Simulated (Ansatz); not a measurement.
# Mn3Si (Fm-3m) in Ansatz: convergence with xc grid

Aim: find how far xc grid must go before the results for Mn3Si settle, at LDA. This setting moves, with any that are tied to it; all else stays.

Program: Ansatz 0.2.0. These are calculated values, not measurements. Logs are shortened: lines on timing, memory, paths and dates and some standing lists are left out, and cuts for length are marked.

## 1. The structure

Symmetry: Fm-3m, No. 225, cubic system. The conventional cell has a = 5.722 Å, b = 5.722 Å, c = 5.722 Å, α = 90.00°, β = 90.00°, γ = 90.00°. Mn (site symmetry -43m) is surrounded by 4 Mn at 2.48 Å and 4 Si at 2.48 Å. Mn (site symmetry m-3m) has 8 Mn at 2.48 Å as nearest neighbours. Si (site symmetry m-3m) is surrounded by 8 Mn at 2.48 Å.

## 2. With xc grid 1

The input, input.yaml:

```yaml
crystal:
  lattice:
    - [0.0, 2.861, 2.861]
    - [2.861, 0.0, 2.861]
    - [2.861, 2.861, 0.0]
  atoms:
    - { symbol: Mn, position: [0.75, 0.75, 0.75], spin: 4.0 }
    - { symbol: Mn, position: [0.25, 0.25, 0.25], spin: 4.0 }
    - { symbol: Mn, position: [0.5, 0.5, 0.5], spin: 4.0 }
    - { symbol: Si, position: [0.0, 0.0, 0.0] }
hamiltonian:
  xc: lda
  pseudopotentials: { kind: paw, source: jth, xc_functional: pbe }
magnetization:
  spin_polarized: true
kpoints:
  mp_grid: { grid: [7, 7, 7] }
scf:
  occupations: { method: gaussian, width: 0.1 }
output:
  forces: true
  stress: true
  eigenvalues: true
basis:
  xc_grid: 1
```

Potentials or basis: JTH PAW.

On the command line:

```sh
> ansatz run input.yaml --threads 2 --pin off --max-ram 5632MiB --backend cpu --events-out ev --progress --plain --runs-dir out
```

It took 13 s on 2 threads of Arm Neoverse V2, shared host; peak memory 0.66 GiB.

What came out:

* Free energy: -12132.1423 eV
* Pressure: -22.5 GPa
* Band gap on the k mesh: none (metal or under the smearing width)
* Net moment: 1.03 μB per cell
* Absolute moment: 4.08 μB per cell
* Site moments: Mn -0.72, +2.39; Si +0.03 μB

## 3. With xc grid 2

Changes to input.yaml since step 2:

```diff
@@ -24,2 +24,2 @@
 basis:
-  xc_grid: 1
+  xc_grid: 2
```

Potentials or basis: JTH PAW.

On the command line:

```sh
> ansatz run input.yaml --threads 2 --pin off --max-ram 5632MiB --backend cpu --events-out ev --progress --plain --runs-dir out
```

It took 13 s on 2 threads of Arm Neoverse V2, shared host; peak memory 0.68 GiB.

What came out:

- Free energy: -12132.1423 eV
- Pressure: -22.5 GPa
- Band gap on the k mesh: none (metal or under the smearing width)
- Net moment: 1.03 μB per cell
- Absolute moment: 4.08 μB per cell
- Site moments: Mn -0.72, +2.39; Si +0.03 μB

## 4. With xc grid 3

Changes to input.yaml since step 3:

```diff
@@ -24,2 +24,2 @@
 basis:
-  xc_grid: 2
+  xc_grid: 3
```

On the command line:

```sh
> ansatz run input.yaml --threads 2 --pin off --max-ram 5632MiB --backend cpu --events-out ev --progress --plain --runs-dir out
```

Run time: 14 s. Hardware: 2 threads of Arm Neoverse V2, shared host; peak memory 0.71 GiB.

It converged, with:

```yaml
Free_energy: -12132.1423 eV
Pressure: -22.5 GPa
Band_gap_on_the_k_mesh: none (metal or under the smearing width)
Net_moment: 1.03 μB per cell
Absolute_moment: 4.08 μB per cell
Site_moments: Mn -0.72, +2.39; Si +0.03 μB
```

## 5. With xc grid 4

Changes to input.yaml since step 4:

```diff
@@ -24,2 +24,2 @@
 basis:
-  xc_grid: 3
+  xc_grid: 4
```

On the command line:

```sh
> ansatz run input.yaml --threads 2 --pin off --max-ram 5632MiB --backend cpu --events-out ev --progress --plain --runs-dir out
```

It took 15 s on 2 threads of Arm Neoverse V2, shared host; peak memory 0.85 GiB.

It converged, with:

* Free energy: -12132.1423 eV
* Pressure: -22.5 GPa
* Band gap on the k mesh: none (metal or under the smearing width)
* Net moment: 1.03 μB per cell
* Absolute moment: 4.08 μB per cell
* Site moments: Mn -0.72, +2.39; Si +0.03 μB

## 6. With xc grid 5

Changes to input.yaml since step 5:

```diff
@@ -24,2 +24,2 @@
 basis:
-  xc_grid: 4
+  xc_grid: 5
```

Potentials or basis: JTH PAW.

On the command line:

```sh
> ansatz run input.yaml --threads 2 --pin off --max-ram 5632MiB --backend cpu --events-out ev --progress --plain --runs-dir out
```

Standard output:

```text
Warning: the checks of this Mn dataset prove no rule for summing its radial tables, as where they were carried onto another mesh than they were made on, and Gregory's rule is taken, under which a leading mesh point left out moves its sums only by what lay on the interval it spanned. That does not make them correct, and they differ from Quantum ESPRESSO's on this file; a re-export a fraction of a mesh step off can move them. hamiltonian.pseudopotentials.radial_quadrature: simpson_from_first_knot sums it by `pw.x`'s rule; on a PAW file no value gives `pw.x`'s numbers. What more to know: hamiltonian.pseudopotentials.radial_quadrature, in the input reference
Warning: the checks of this Si dataset prove no rule for summing its radial tables, as where they were carried onto another mesh than they were made on, and Gregory's rule is taken, under which a leading mesh point left out moves its sums only by what lay on the interval it spanned. That does not make them correct, and they differ from Quantum ESPRESSO's on this file; a re-export a fraction of a mesh step off can move them. hamiltonian.pseudopotentials.radial_quadrature: simpson_from_first_knot sums it by `pw.x`'s rule; on a PAW file no value gives `pw.x`'s numbers. What more to know: hamiltonian.pseudopotentials.radial_quadrature, in the input reference
Warning: RAYON_NUM_THREADS=2 ignored (pool sized by the plan → 2); use --threads N
Engine: ansatz 0.2.0, aarch64-unknown-linux-gnu
Pseudopotentials: kind: paw
Pseudopotential: Mn, paw, valence charge 15, recommended cutoff 1290 eV (normal), Mn.paw.azcp
Pseudopotential: Si, paw, valence charge 4, recommended cutoff 390 eV (normal), Si.paw.azcp
Functional definition: SPW92
  exchange = slater_x
  correlation = pw_c
Crystal: 4 atoms, lattice volume = 46.836 Å³
Basis set: ecut = 1290 eV, 4957 PW (Γ), exchange–correlation on 300×300×300 points (125 copies of the dense FFT grid, shifted against one another)
Bands: 37, of which v1, the nominal top of the filled ones, is band 25 counted from 1 (24 counted from 0)
Symmetry: 48 space group operations
Space group: Fm-3m (ITA 225), of the structure as read, at distance tolerance 3.6e-5 Å
Magnetic group: BNS 225.116 (UNI 1618), of the structure as read, at distance tolerance 3.6e-5 Å
k-points: 20 of 343
Non-local potential: Mn, projectors of the file, l = 0: 2, l = 1: 2, l = 2: 2
Non-local potential: Si, projectors of the file, l = 0: 2, l = 1: 2
PAW form: soft (Blöchl's): semilocal exchange-correlation on the pseudo side does not see the compensation charge
PAW frozen core: Mn, regenerated for the run's functional, and the local potential with it (the file was generated under x = pbe(κ = 0.804, μ = 0.2195149727645171), c = pbe(β = 0.06672455060314922))
PAW frozen core: Si, regenerated for the run's functional, and the local potential with it (the file was generated under x = pbe(κ = 0.804, μ = 0.2195149727645171), c = pbe(β = 0.06672455060314922))
PAW one-centre angular grid: Mn, 590 points (default); XC on 64 Gauss nodes
PAW one-centre angular grid: Si, 110 points (default); XC on 64 Gauss nodes
Initial density: superposition of atomic densities (chi_scale 0.1, normalization cell)
Starting moments: Σ|m| = 12 μB on 3 of 4 sites
Initial wavefunctions: pseudopotential atomic-orbital guess
Functional: x = slater, c = lda
SCF iter   1: F=—  HF=-12138.246956 eV  |F-HF|=—  |Δ(HF+E_count)|=         —  Δρ=2.87e-1 (↑2.87e-1 ↓1.48e-1)  dr2=1.26e1  dr2_m=1.93e1  M=2.559 μB ∫|m|=2.586 μB  β_m=0.30  ethr=3.10e-3  ⟨swp⟩=9.4  Hψ=8446  notcnv=0
Mixer restart at iter 1: flushing history
preconditioner: auto → Kerker (q_TF=auto, 2.749 Å⁻¹)  [metal: Δε(μ)=0.005 eV  Ē_g=7.885 eV  σ=0.100 eV  W_gap=0.03  n_scr=14 (ndim 8)  ℏωp=27.1 eV  f_vac=0.002  D(μ)=4.39/eV (n_scr^D=58)]
spin=Collinear: Kerker preconditioning applied to the charge; magnetization (m = ρ↑ − ρ↓) channel mixes plain (no charge-response kernel on spin).
[... 21 lines left out ...]
SCF converged after 18 iterations
Magnetization: 1.0310 μB (25.0155 up, 23.9845 down)
Absolute magnetization: 4.0809 μB (∫|ρ↑−ρ↓|, with the PAW one-centre terms)
Spin contamination: 1.2102 ħ² per cell (⟨S²⟩ above its minimum at these occupations)
Per-site moments (μB) at R_I (Å): [(-0.7195659940368857, 1.0220507055937524), (-0.719565994036886, 1.0220507055937527), (2.385987821732332, 1.0220507055937524), (0.03457622287063055, 1.0220507055937524)]
Free energy (F): -12132.142276 eV
Harris-Foulkes:  -12132.142276 eV  (|F-HF|=6.70e-9)
Internal energy: -12132.121869 eV  (E = F + TS)
E sigma→0 (E₀):  -12132.132072 eV
Entropy (-TS):   -0.020407 eV (-5.102 meV/atom)
Fermi energy:    17.800965 eV
--- Per-component energies (eV) ---
  E_band       = -522.673487
  E_kinetic    = 1092.807394
  E_local      = -4792.276854  (includes V_loc(G=0)·N_el)
  E_nonlocal   = -378.390215
  E_hartree    = 1947.256371
  E_xc         = -373.169141
  E_vxc        = -451.351467  (∫ρ·V_xc dr)
  E_paw        = -3711.317202  (= ΣΔE_a)
  E_vpaw       = 112.023614  (= ΣTr[D̂ρ^β])
  E_aug_tail   = 0.000120  (compensation charges beyond the density's cutoff)
  E_ewald      = -5918.267432
  E_core_change = 1.235092  (= ΣΔE_core)
  E_smearing   = -0.020407  (= −TS)
  E_closure    = -0.000000  (closes the sum)
  Σ components = -12132.142276   (vs F -12132.142276, Δ=0.00e0)
--- Forces (eV/Å), atoms counted from 1 ---
  atom   1  Mn     0.00000000    -0.00000000    -0.00000000
  atom   2  Mn     0.00000000     0.00000000    -0.00000000
  atom   3  Mn     0.00000000    -0.00000000    -0.00000000
  atom   4  Si    -0.00000000     0.00000000    -0.00000000
  max |Σ_I F_I| component: 4.63e-18 eV/Å
--- Stress (GPa, compression-positive) ---
      -22.452834       0.000000       0.000000
        0.000000     -22.452834      -0.000000
        0.000000      -0.000000     -22.452834
  P = ⅓ Tr σ = -22.4528 GPa (-224.528 kbar)
--- Band table (eV; the first three rows and the last of 40) ---
  k-point 0 ↑: bands = ["-61.8952", "-60.0522", "-60.0273", "-31.0112", "-31.0112", "-31.0112", "-29.2433", "-29.2433", "-29.2433", "-29.1455", "-29.1455", "-29.1455", "6.8423", "14.0597", "14.0597", "14.2174", "14.2174", "14.2174", "15.2748", "15.2748", "15.2748", "17.8138", "17.8138", "18.5215", "18.5215", "18.5215", "19.0883", "19.0883", "21.1908", "22.5296", "22.5296", "22.5296", "23.8485", "23.8485", "23.8485", "27.2704", "27.2704"]
  k-point 1 ↑: bands = ["-61.8948", "-60.0513", "-60.0287", "-31.0123", "-31.0123", "-31.0114", "-29.2381", "-29.2381", "-29.2354", "-29.1547", "-29.1497", "-29.1497", "7.1116", "13.7817", "13.7817", "13.8452", "14.7144", "14.7144", "15.1785", "15.2669", "15.2669", "17.7700", "17.7700", "18.1939", "18.3035", "18.3035", "19.0335", "19.0335", "21.2792", "22.0796", "22.4377", "22.4377", "23.7605", "23.8998", "23.8998", "26.9908", "26.9908"]
  k-point 2 ↑: bands = ["-61.8939", "-60.0484", "-60.0325", "-31.0148", "-31.0148", "-31.0115", "-29.2241", "-29.2241", "-29.2178", "-29.1752", "-29.1615", "-29.1615", "7.8592", "12.8275", "13.6419", "13.6419", "15.0381", "15.1508", "15.1508", "15.5412", "15.5412", "17.6073", "17.6073", "17.7931", "17.9236", "17.9236", "18.7769", "18.7769", "19.8749", "22.0428", "22.3203", "22.3203", "23.6103", "23.6103", "25.1287", "27.5527", "27.5527"]
  k-point 19 ↓: bands = ["-60.7955", "-60.7945", "-59.3180", "-30.0163", "-29.9884", "-29.9626", "-29.9336", "-29.8843", "-29.8771", "-28.4928", "-28.4859", "-28.4745", "9.4770", "12.6145", "12.7932", "14.1633", "14.8041", "15.7452", "15.8775", "16.2122", "16.4041", "16.5217", "16.8833", "17.1348", "18.7090", "18.7881", "18.8993", "18.9717", "19.1787", "19.2739", "19.5585", "23.7088", "25.7413", "26.0580", "26.5134", "29.1308", "29.3466"]
```

Run time: 16 s. Hardware: 2 threads of Arm Neoverse V2, shared host; peak memory 1.1 GiB.

What came out:

```yaml
Free_energy: -12132.1423 eV
Pressure: -22.5 GPa
Band_gap_on_the_k_mesh: none (metal or under the smearing width)
Net_moment: 1.03 μB per cell
Absolute_moment: 4.08 μB per cell
Site_moments: Mn -0.72, +2.39; Si +0.03 μB
```

## 7. The series at a glance

| xc grid | energy less the tightest run, at zero smearing (meV/atom) | SCF cycles | CPU time (s) | peak memory (GiB) |
| --- | --- | --- | --- | --- |
| 1 | 0.00 | 18 | 25 | 0.66 |
| 2 | 0.00 | 18 | 26 | 0.68 |
| 3 | 0.00 | 18 | 26 | 0.71 |
| 4 | 0.00 | 18 | 28 | 0.85 |
| 5 | 0.00 | 18 | 30 | 1.1 |

Against the tightest run, the energy stays within 1 meV/atom from 1 on. The tightest run that finished is the yardstick and may itself not be fully converged.

Caveats: so large a pressure means that the cell lies far from this level's equilibrium, or that cutoff or potentials fall short; the starting moments weren't kept.
